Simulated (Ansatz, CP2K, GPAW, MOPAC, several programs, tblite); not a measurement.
**Many methods on one cell: SnSe2 (anatase)**

SnSe2 in the anatase structure, relaxed with r2SCAN in Ansatz, was computed with several methods. It is tetragonal, I4_1/amd (No. 141); a = 5.629 Å, c = 11.023 Å in the conventional setting, 29.10 Å³ an atom. Sn is surrounded by 6 Se at 2.54–2.82 Å; Se is surrounded by 3 Sn at 2.54–2.82 Å. All values are calculated for a non-magnetic cell, which may be hypothetical.

```xyz
6
Lattice="-2.8144 2.8144 5.5113 2.8144 -2.8144 5.5113 2.8144 2.8144 -5.5113" Properties=species:S:1:pos:R:3 pbc="T T T"
Sn    0.0000    2.8144    2.7556
Sn    0.0000    0.0000    0.0000
Se    0.0000    2.8144    0.2136
Se    0.0000    0.0000    8.4805
Se    0.0000    0.0000    2.5421
Se    0.0000    2.8144    5.2977
```

Gaps and times are for a single point on this cell; volume and bulk modulus come from each method's own relaxation or energy curve at fixed shape, which is too stiff where a cell has free coordinates or axes. Times are rough, from shared hosts (Arm Neoverse V1), and each method has its own mesh and cell size. A double dagger marks a value from a curve with shape and coordinates held. A star marks a curve whose lowest point is an end point. PM6 (MOPAC), PM7 (MOPAC), GFN1-xTB (tblite) treat a cluster of cells at its zone centre, which samples few k points: where these miss a band edge, the gap comes out too large for that reason alone. Gaps from k meshes are read at a limited set of points (mesh, symmetry points, PBE's band edges), so each method's own least gap may be somewhat smaller. xTB and the PM methods were fitted mostly to molecules, and can miss a solid's gap by electronvolts. Minimal bases can be far off for gaps. GLLB-SC's gap includes the derivative discontinuity. d marks a direct gap, i an indirect one (no mark: not told apart), a dash a value that wasn't computed or didn't pass its checks.

```
                          method              kind  gap (eV)  own volume (Å³/atom)  bulk modulus (GPa)  atoms computed  processor time
               GFN1-xTB (tblite)     tight binding      0.38               25.83*‡                   –              48           1.9 s
                     PM6 (MOPAC)    semi-empirical      4.31                     –                   –              48           1.9 s
                     PM7 (MOPAC)    semi-empirical      4.00               26.03*‡                   –              48           3.7 s
light PBE (260 eV, its own mesh)  light plane-wave    0.26 i                     –                   –               6           3.8 s
                  PBE/SZV (CP2K)       small basis    0.28 i                     –                   –               6            16 s
                             PBE         semilocal    0.29 i                 30.41                 49‡               6            24 s
                 PBE/DZVP (CP2K)       small basis    0.24 i                30.81‡                 47‡               6            30 s
                          r2SCAN         semilocal    0.48 i                 29.10                 58‡               6            57 s
                  GLLB-SC (GPAW)   model potential      1.00                     –                   –               6           110 s
```

Against r2SCAN (0.48 eV) the nearest gap at the points sampled is that of GFN1-xTB (tblite) (-0.09 eV) and the farthest that of PM6 (MOPAC) (+3.83 eV). r2SCAN is only a yardstick of convenience: semilocal gaps usually lie below measured ones, which GLLB-SC and hybrids aim to mend.

Volumes against r2SCAN's: PBE +4.5 %.

Runs without a result: GFN2-xTB (tblite) (single point).

No spin-orbit coupling is included; it can move band edges with weight on the heavy atoms by tenths of an eV.
